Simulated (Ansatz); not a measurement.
InSe, DFT, PBE, all-electron PAW with datasets made for the crystal, scalar-relativistic (Ansatz 0.2.0), run on 1 thread of Arm Neoverse V2 on a shared host.

The cell is COD entry 1534648, which may be a prediction rather than a measurement; nothing was relaxed. The listed cell was then made from it by scaling, straining or moving an atom.

Command: `ansatz run input.yaml --threads 1 --pin off --max-ram 4096MiB --backend cpu --events-out ev --progress --plain --runs-dir out`

```yaml
crystal:
  lattice:
    - [1.8579290952, 0.9999502918, 8.2693495002]
    - [-2.1420702054, 1.0599502812, 8.3293494897]
    - [-0.0901090399, -2.434150723, 8.3513110101]
  atoms:
    - { symbol: In, position: [0.0, 0.0, 0.0] }
    - { symbol: In, position: [0.1122, 0.1122, 0.1122] }
    - { symbol: Se, position: [0.6155, 0.6155, 0.6155] }
    - { symbol: Se, position: [0.83, 0.83, 0.83] }
kpoints:
  mp_grid: { grid: [7, 7, 7] }
scf:
  occupations: { method: fermi_dirac, width: 0.01 }
hamiltonian:
  xc: pbe
  pseudopotentials: { kind: all_electron, datasets: crystal }
output:
  forces: true
  stress: true
  eigenvalues: true
  efg: { contact_densities: true }
```

Q: How large is the problem that the program sets up?

A: 172 irreducible k-points, 943 plane waves at Γ, 23 bands.

Q: About how long does it take, and how much memory does it use?

A: 110 s of wall time for 10 SCF iterations, with a peak of 1.7 GiB. Times on shared machines scatter by tens of per cent.

Q: And the same cell and mesh by frozen-core PAW, asked for forces, stress, eigenvalues, efg, on the same hardware?

A: 50 s, peak memory 0.73 GiB.
